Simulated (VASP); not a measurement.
# MgO (F-43m) in VASP: a series of runs, part 2 of 2

VASP 6.6.1. Earlier steps stand in the parts before.

## Step 3: G0W0 quasiparticle levels, PBE

Contents of POSCAR:

```
MgO
1.0
    0.0000000000      2.3061600000      2.3061600000
    2.3061600000      0.0000000000      2.3061600000
    2.3061600000      2.3061600000      0.0000000000
Mg O
1 1
Direct
    0.5000000000      0.5000000000      0.5000000000
    0.7500000000      0.7500000000      0.7500000000
```

Contents of INCAR.step1:

```
  PREC = Accurate
  ENCUT = 450
  EDIFF = 1E-8
  ISMEAR = 0
  SIGMA = 0.01
  LREAL = F
  LASPH = T
  NELM = 60
  ALGO = Normal
  LWAVE = T
  LCHARG = F
  GGA = PE
```

Contents of INCAR.step2:

```
  PREC = Accurate
  ENCUT = 450
  EDIFF = 1E-8
  ISMEAR = 0
  SIGMA = 0.01
  LREAL = F
  LASPH = T
  NELM = 1
  ALGO = Exact
  LWAVE = T
  LCHARG = F
  GGA = PE
  NBANDS = 63
  LOPTICS = T
  ISTART = 1
```

Contents of INCAR.step3:

```
  PREC = Accurate
  ENCUT = 450
  EDIFF = 1E-8
  ISMEAR = 0
  SIGMA = 0.01
  LREAL = F
  LASPH = T
  ALGO = EVGW0
  LWAVE = T
  LCHARG = F
  GGA = PE
  NELMGW = 1
  NBANDS = 63
  ENCUTGW = 150
  NOMEGA = 64
  PRECFOCK = Fast
  ISTART = 1
  NBANDSGW = 12
```

Contents of INCAR.step4:

```
  PREC = Accurate
  ENCUT = 450
  EDIFF = 1E-8
  ISMEAR = 0
  SIGMA = 0.01
  LREAL = F
  LASPH = T
  ALGO = BSE
  LWAVE = F
  LCHARG = F
  GGA = PE
  NBANDS = 63
  ENCUTGW = 150
  NBANDSO = 3
  NBANDSV = 6
  ANTIRES = 0
  OMEGAMAX = 20
  PRECFOCK = Fast
  ISTART = 1
  NBSEEIG = 10
```

Contents of KPOINTS:

```
Automatic mesh
0
Gamma
  5 5 5
```

Potentials or basis: VASP PAW PBE potentials, release 64 (Mg_GW, O_GW).

Run with:

```bash
> cat potpaw_PBE.64/Mg_GW/POTCAR potpaw_PBE.64/O_GW/POTCAR > POTCAR
> cp INCAR.step1 INCAR
> mpirun -np 1 vasp_std > vasp.out
> cp INCAR.step2 INCAR
> mpirun -np 1 vasp_std > vasp.out
> cp INCAR.step3 INCAR
> mpirun -np 1 vasp_std > vasp.out
> cp INCAR.step4 INCAR
> mpirun -np 1 vasp_std > vasp.out
```

OUTCAR:

```text
PREC = Accurate
   ENCUT = 450
   EDIFF = 1E-8
   ISMEAR = 0
   LREAL = F
   LASPH = T
   GGA = PE
   ENCUTGW = 150
   PRECFOCK = Fast
   ISTART = 1

 ion  position               nearest neighbor table
   1  0.500  0.500  0.500-   2 2.00   2 2.00   2 2.00   2 2.00
   2  0.750  0.750  0.750-   1 2.00   1 2.00   1 2.00   1 2.00

  LATTYP: Found a face centered cubic cell.
 ALAT       =     4.6123200000

  Lattice vectors:

 A1 = (   0.0000000000,   2.3061600000,   2.3061600000)
 A2 = (   2.3061600000,   0.0000000000,   2.3061600000)
 A3 = (   2.3061600000,   2.3061600000,   0.0000000000)

Analysis of symmetry for initial positions (statically):
=====================================================================
 Subroutine PRICEL returns:
 Original cell was already a primitive cell.

 Routine SETGRP: Setting up the symmetry group for a
 face centered cubic supercell.

 Subroutine GETGRP returns: Found 24 space group operations
 (whereof 24 operations were pure point group operations)
 out of a pool of 48 trial point group operations.

The static configuration has the point symmetry T_d .

Analysis of symmetry for dynamics (positions and initial velocities):
=====================================================================
 Subroutine PRICEL returns:
 Original cell was already a primitive cell.

 Routine SETGRP: Setting up the symmetry group for a
 face centered cubic supercell.

 Subroutine GETGRP returns: Found 24 space group operations
 (whereof 24 operations were pure point group operations)
 out of a pool of 48 trial point group operations.

The dynamic configuration has the point symmetry T_d .

 Subroutine INISYM returns: Found 24 space group operations
 (whereof 24 operations are pure point group operations),
 and found     1 'primitive' translations

----------------------------------------------------------------------------------------

[... 45 lines left out ...]
 Found     10 irreducible k-points:

 Following reciprocal coordinates:
            Coordinates               Weight
  0.000000  0.000000  0.000000      1.000000
  0.200000  0.000000  0.000000      8.000000
  0.400000  0.000000  0.000000      8.000000
  0.200000  0.200000  0.000000      6.000000
  0.400000  0.200000  0.000000     24.000000
 -0.400000  0.200000  0.000000     24.000000
 -0.200000  0.200000  0.000000     12.000000
  0.400000  0.400000  0.000000      6.000000
 -0.400000  0.400000  0.000000     12.000000
 -0.400000  0.400000  0.200000     24.000000
   k-points           NKPTS =     10   k-points in BZ     NKDIM =    125   number of bands    NBANDS=     63
   number of dos      NEDOS =    301   number of ions     NIONS =      2
   total plane-waves  NPLWV =  13824
   dimension x,y,z NGX =    24 NGY =   24 NGZ =   24
   dimension x,y,z NGXF=    48 NGYF=   48 NGZF=   48
   ions per type =               1   1
   NGX,Y,Z   is equivalent  to a cutoff of  12.23, 12.23, 12.23 a.u.
   NGXF,Y,Z  is equivalent  to a cutoff of  24.47, 24.47, 24.47 a.u.
 SYSTEM =  unknown system
   PREC   = accura    normal or accurate (medium, high low for compatibility)
   ISTART =      1    job   : 0-new  1-cont  2-samecut
   ICHARG =      0    charge: 1-file 2-atom 10-const
   ISPIN  =      1    spin polarized calculation?
   LNONCOLLINEAR =      F non collinear calculations
   LSORBIT =      F    spin-orbit coupling
   LASPH  =      T    aspherical Exc in radial PAW
   ENCUT  =  450.0 eV  33.07 Ry    5.75 a.u.   5.64  5.64  5.64*2*pi/ulx,y,z
   NELM   =     60;   NELMIN=  2; NELMDL=  0     # of ELM steps
   EDIFF  = 0.1E-07   stopping-criterion for ELM
   LREAL  =      F    real-space projection
   EDIFFG = 0.1E-06   stopping-criterion for IOM
   NSW    =      0    number of steps for IOM
   IBRION =     -1    ionic relax: 0-MD 1-quasi-New 2-CG
   NFREE  =      0    steps in history (QN), initial steepest desc. (CG)
   ISIF   =      0    stress and relaxation
   ISYM   =      3    0-nonsym 1-usesym 2-fastsym
   POTIM  = 0.5000    time-step for ionic-motion
   TEBEG  =    0.0;   TEEND  =   0.0 temperature during run
   PSTRESS=    0.0 pullay stress
   NELECT =       8.0000    total number of electrons
   NUPDOWN=      -1.0000    fix difference up-down
   EMIN   =  10.00;   EMAX   =-10.00  energy-range for DOS
   EFERMI =   0.00;   METHOD = LEGACY
   ISMEAR =     0;   SIGMA  =   0.01  broadening in eV -4-tet -1-fermi 0-gaus
   EFERMI_NEDOS =   21; number of points for ismear=-14 and -15
   IALGO  =     38    algorithm
   IMIX   =      4    mixing-type and parameters
     AMIX     =   0.40;   BMIX     =  1.00
     AMIX_MAG =   1.60;   BMIX_MAG =  1.00
  volume/ion in A,a.u.               =      12.27        82.77
  Fermi-wavevector in a.u.,A,eV,Ry     =   1.126865  2.129467 17.277028  1.269826
  Thomas-Fermi vector in A             =   2.263549
   LORBIT       =      0    0 simple, 1 ext, 2 COOP (PROOUT), +10 PAW based schemes
   GGA     = PE    functional components
   LHFCALC =     T    Hartree Fock is set to
   PRECFOCK=fast      Normal, Fast or Accurate (Low or Medium for compatibility)
   ENCUT4O =  -1.0   cutoff for four orbital integrals eV
   NKREDX  =     1    reduce k-point grid by
   NKREDY  =     1    reduce k-point grid by
   NKREDZ  =     1    reduce k-point grid by
   AEXX    =    1.0000 exact exchange contribution
   HFSCREEN=    0.0000 screening length (either q_TF or 0.3 A-1)
   HFSCREENC=   0.0000 screening length for correlation (either q_TF or 0.3 A-1)
   ENCUTFOCK=  -1.0 apply spherical cutoff to Coloumb kernel
   IVDW    =     0    specifies the selected vdW correction
   LEPSILON=     F    determine dielectric tensor
   LRPA    =     F    only Hartree local field effects (RPA)
   LRPAFORCE           =     F    calculate RPA forces
   ENCUTGW             = 150.0    cutoff for response function in eV
   ENCUTGWSOFT         = 120.0    soft cutoff for Coulomb kernel in GW response function in eV
   ENCUTLF             =  -1.0    cutoff for local field effects
   NELMGW              =     1    number of iterations in solving QP/BSE equation
   NELMHF              =     1    number of iterations in the inner HF iteration
   NKREDLFX            =     1    NKREDLFY  =   1   NKREDLFZ  =   1
 non-spin polarized calculation
 Gauss-broadening in eV      SIGMA  =   0.01
  energy-cutoff  :      450.00
  volume of cell :       24.53
 maximum number of plane-waves:       537
  NGX = 14; NGY = 14; NGZ = 14
   NGX = 11   NGY = 11   NGZ = 11
 maximum number of plane-waves:       113

 BSE (scaLAPACK) attempting allocation of   0.034 Gbyte  rank=   1464

=======================================================================
```

OUTCAR.step1:

```text
PREC = Accurate
   ENCUT = 450
   EDIFF = 1E-8
   ISMEAR = 0
   LREAL = F
   LASPH = T
[... 313 lines left out ...]
 -----------------------------------------------------------------------------------
      2.30616      2.30616      2.30616        -0.000000     -0.000000      0.000000
      3.45924      3.45924      3.45924         0.000000      0.000000     -0.000000
 -----------------------------------------------------------------------------------
    total drift:                                0.000000      0.000000      0.000000

  FREE ENERGIE OF THE ION-ELECTRON SYSTEM (eV)
  ---------------------------------------------------
  free  energy   TOTEN  =       -11.7150378656 eV

  energy  without entropy=      -11.7150378656  energy(sigma->0) =      -11.71503787
```

OUTCAR.step2:

```text
PREC = Accurate
   ENCUT = 450
   EDIFF = 1E-8
   ISMEAR = 0
   LREAL = F
[... 729 lines left out ...]
     0.00000     3.16276     3.16276     3.16276    -0.00000    -0.00000     0.00000
     1.40957     3.25281     3.25281     3.25281    -0.00000    -0.00000     0.00000
     2.81914     3.73289     3.73289     3.73289    -0.00000    -0.00000     0.00000
     4.22870     3.58953     3.58953     3.58953    -0.00000    -0.00000     0.00000
     5.63827     3.83365     3.83365     3.83365    -0.00000     0.00000     0.00000
     7.04784     3.87703     3.87703     3.87703     0.00000     0.00000     0.00000
[... 92 lines left out ...]
   138.13765     0.97716     0.97716     0.97716     0.00000     0.00000    -0.00000
   139.54721     0.97768     0.97768     0.97768     0.00000     0.00000    -0.00000
```

It took 1.7 min on 1 thread of AMD EPYC 9R45 (Zen 5), shared host; peak memory 0.3 GiB.

Results:

```
Band gap on the k mesh, mean-field level : 3.46 eV, direct
Quasiparticle gap                        : 5.54 eV
Least direct quasiparticle gap           : 5.54 eV
```

Dielectric function (mean over the directions given):
| energy (eV) | real part | imaginary part |
| --- | --- | --- |
| 0.32 | 2.99 | 0.00 |
| 0.80 | 3.01 | 0.01 |
| 1.28 | 3.05 | 0.01 |
| 1.76 | 3.12 | 0.02 |
| 2.32 | 3.23 | 0.03 |
| 2.80 | 3.39 | 0.04 |
| 3.28 | 3.64 | 0.07 |
| 3.76 | 4.10 | 0.15 |
| 4.32 | 6.13 | 1.41 |
| 4.80 | 1.91 | 0.78 |
| 5.29 | 3.73 | 0.31 |
| 5.85 | 6.48 | 1.13 |
| 6.33 | -3.62 | 5.64 |
| 6.81 | 1.95 | 0.77 |
| 7.29 | 1.74 | 1.10 |
| 7.85 | 6.44 | 3.78 |
| 8.33 | 0.19 | 2.09 |
| 8.81 | -1.75 | 4.64 |
| 9.37 | 0.93 | 1.75 |
| 9.85 | 0.24 | 1.48 |
| 10.33 | 0.63 | 1.29 |
| 10.81 | 2.15 | 0.61 |
| 11.37 | 1.34 | 8.51 |
| 11.85 | 0.03 | 0.66 |
| 12.33 | 0.89 | 1.03 |
| 12.89 | -0.70 | 2.73 |
| 13.37 | -0.17 | 1.89 |
| 13.85 | 0.08 | 1.32 |
| 14.33 | 1.48 | 0.83 |
| 14.89 | -0.30 | 3.03 |
| 15.38 | -0.83 | 1.45 |
| 15.86 | -0.92 | 1.63 |
| 16.42 | -0.18 | 0.74 |
| 16.90 | -0.49 | 0.52 |
| 17.38 | -0.84 | 1.38 |
| 17.86 | -0.46 | 0.23 |
| 18.42 | -0.13 | 0.10 |
| 18.90 | -0.08 | 0.14 |
| 19.38 | 0.04 | 0.03 |
| 19.94 | 0.18 | 0.02 |

Lowest excitation energies (eV) and strengths:
```csv
energy,strength
4.517,5.4
4.517,5.4
4.517,5.4
6.201,12
6.201,12
6.201,12
6.436,0
6.436,0
6.436,0
6.467,0
```

Caveat: the k mesh is coarse (spacing up to 0.47 Å⁻¹), so the values aren't converged; bands, screening cutoff and mesh are small and nothing is extrapolated, so the quasiparticle values aren't converged; spectra need much finer meshes, so this one isn't converged.

## Step 4: QSGW quasiparticle levels, PBE

POSCAR is that of step 3.

Contents of INCAR.step1:

```
SYSTEM = MgO
PREC = Accurate
ENCUT = 500
EDIFF = 1E-8
ISMEAR = 0
SIGMA = 0.01
LREAL = .FALSE.
LASPH = .TRUE.
NELM = 100
ALGO = Normal
LWAVE = .TRUE.
LCHARG = .FALSE.
GGA = PE
```

Contents of INCAR.step2:

```
SYSTEM = MgO
PREC = Accurate
ENCUT = 500
EDIFF = 1E-8
ISMEAR = 0
SIGMA = 0.01
LREAL = .FALSE.
LASPH = .TRUE.
NELM = 1
ALGO = Exact
LWAVE = .TRUE.
LCHARG = .FALSE.
GGA = PE
NBANDS = 59
LOPTICS = .TRUE.
ISTART = 1
```

Contents of INCAR.step3:

```
SYSTEM = MgO
PREC = Accurate
ENCUT = 500
EDIFF = 1E-8
ISMEAR = 0
SIGMA = 0.01
LREAL = .FALSE.
LASPH = .TRUE.
ALGO = QPGW
LWAVE = .FALSE.
LCHARG = .FALSE.
GGA = PE
NELMGW = 4
NBANDS = 59
ENCUTGW = 100
NOMEGA = 64
PRECFOCK = Fast
ISTART = 1
NBANDSGW = 16
```

Contents of KPOINTS:

```
regular mesh
0
G
  5 5 5
  0 0 0
```

Potentials or basis: VASP PAW PBE potentials, release 64 (Mg_GW, O_GW).

Run with:

```bash
> cat potpaw_PBE.64/Mg_GW/POTCAR potpaw_PBE.64/O_GW/POTCAR > POTCAR
> cp INCAR.step1 INCAR
> mpirun -np 1 vasp_std > vasp.out
> cp INCAR.step2 INCAR
> mpirun -np 1 vasp_std > vasp.out
> cp INCAR.step3 INCAR
> mpirun -np 1 vasp_std > vasp.out
```

OUTCAR:

```text
SYSTEM = MgO
   PREC = Accurate
   ENCUT = 500
   EDIFF = 1E-8
   ISMEAR = 0
   LREAL = .FALSE.
   LASPH = .TRUE.
   GGA = PE
   NELMGW = 4
   ENCUTGW = 100
   PRECFOCK = Fast
   ISTART = 1

 ion  position               nearest neighbor table
   1  0.500  0.500  0.500-   2 2.00   2 2.00   2 2.00   2 2.00
   2  0.750  0.750  0.750-   1 2.00   1 2.00   1 2.00   1 2.00

  LATTYP: Found a face centered cubic cell.
 ALAT       =     4.6123200000

  Lattice vectors:

 A1 = (   0.0000000000,   2.3061600000,   2.3061600000)
 A2 = (   2.3061600000,   0.0000000000,   2.3061600000)
[... 154 lines left out ...]
   ENCUTGWSOFT         =  80.0    soft cutoff for Coulomb kernel in GW response function in eV
   ENCUTLF             =  -1.0    cutoff for local field effects
   NELMGW              =     4    number of iterations in solving QP/BSE equation
   NELMHF              =     1    number of iterations in the inner HF iteration
   NKREDLFX            =     1    NKREDLFY  =   1   NKREDLFZ  =   1
 non-spin polarized calculation
 Gauss-broadening in eV      SIGMA  =   0.01
  energy-cutoff  :      500.00
  volume of cell :       24.53
 maximum number of plane-waves:       635
  NGX = 14; NGY = 14; NGZ = 14
   NGX = 11   NGY = 11   NGZ = 11
 maximum number of plane-waves:        61
 NGX is ok and might be reduce to    14

 QP shifts <psi_nk| G(iteration)W_0 |psi_nk>: iteration 1
 for sc-GW calculations column KS-energies equals QP-energies in previous step
 and V_xc(KS)=  KS-energies - (<T + V_ion + V_H > + <T+V_H+V_ion>^1  + <V_x>^1)

 k-point   1 :       0.0000    0.0000    0.0000
  band No.  KS-energies  QP-energies   sigma(KS)   V_xc(KS)     V^pw_x(r,r')   Z            occupation Imag(sigma)

      1     -15.1925     -17.1733     -21.4313     -18.5999     -30.2456       0.6996       2.0000       1.0546
      2       0.6241      -0.5119     -20.4414     -18.9290     -24.5722       0.7512       2.0000       0.0721
      3       0.6241      -0.5119     -20.4414     -18.9290     -24.5722       0.7512       2.0000       0.0721
      4       0.6241      -0.5119     -20.4414     -18.9290     -24.5722       0.7512       2.0000       0.0721
      5       4.0909       4.9117      -8.6935      -9.6873      -5.7309       0.8261       0.0000      -0.0457
      6      17.0569      18.3590      -6.8031      -8.4353      -2.5727       0.7977       0.0000      -0.1334
[... 995 lines left out ...]
      2      -4.2778      -4.4760      -4.4734      -4.5175       0.8159       2.0000
      3      -3.3410      -3.5549      -3.5526      -3.6003       0.8160       2.0000
      4      -2.6581      -2.8776      -2.8760      -2.9236       0.8209       2.0000
      5       9.6352       9.7629       9.7633       9.7835       0.8634       0.0000
      6      13.3407      13.4653      13.4606      13.4807       0.8569       0.0000
[... 8 lines left out ...]
     15      33.2472      33.4039      33.4025      33.4300       0.8495       0.0000
     16      34.3343      34.4909      34.4871      34.5144       0.8486       0.0000
```

OUTCAR.step2:

```text
SYSTEM = MgO
   PREC = Accurate
   ENCUT = 500
   EDIFF = 1E-8
[... 730 lines left out ...]
  --------------------------------------------------------------------------------------------------------------
     0.00000     3.16482     3.16482     3.16482    -0.00000    -0.00000    -0.00000
     1.33947     3.24645     3.24645     3.24645    -0.00000    -0.00000    -0.00000
     2.67895     3.64934     3.64934     3.64934    -0.00000    -0.00000    -0.00000
     4.01842     3.26876     3.26876     3.26876    -0.00000    -0.00000    -0.00000
     5.35789     1.27341     1.27341     1.27341    -0.00000    -0.00000    -0.00000
     6.69737     4.69691     4.69691     4.69691    -0.00000    -0.00000     0.00000
[... 92 lines left out ...]
   131.26841     0.97469     0.97469     0.97469     0.00000    -0.00000     0.00000
   132.60788     0.97527     0.97527     0.97527     0.00000    -0.00000     0.00000
```

It took 5.7 min on 1 thread of Intel Xeon Platinum 8488C (Sapphire Rapids), shared host; peak memory 0.39 GiB.

What came out:

- Band gap on the k mesh, mean-field level: 3.47 eV, direct
- Quasiparticle gap: 7.20 eV
- Least direct quasiparticle gap: 7.20 eV

Levels at points of the mesh, in eV from the valence-band top:
| k point | band 1 | band 2 | band 3 | band 4 | band 5 | band 6 | band 7 | band 8 |
| --- | --- | --- | --- | --- | --- | --- | --- | --- |
| (0.00, 0.00, 0.00) | -15.82 | 0.00 | 0.00 | 0.00 | 3.47 | 16.43 | 16.43 | 16.43 |

Quasiparticle gap after each update of the energies (eV): 5.44, 6.24, 6.84, 7.20

Caveat: the k mesh is coarse (spacing up to 0.47 Å⁻¹), so the values aren't converged; bands, screening cutoff and mesh are small and nothing is extrapolated, so the quasiparticle values aren't converged.
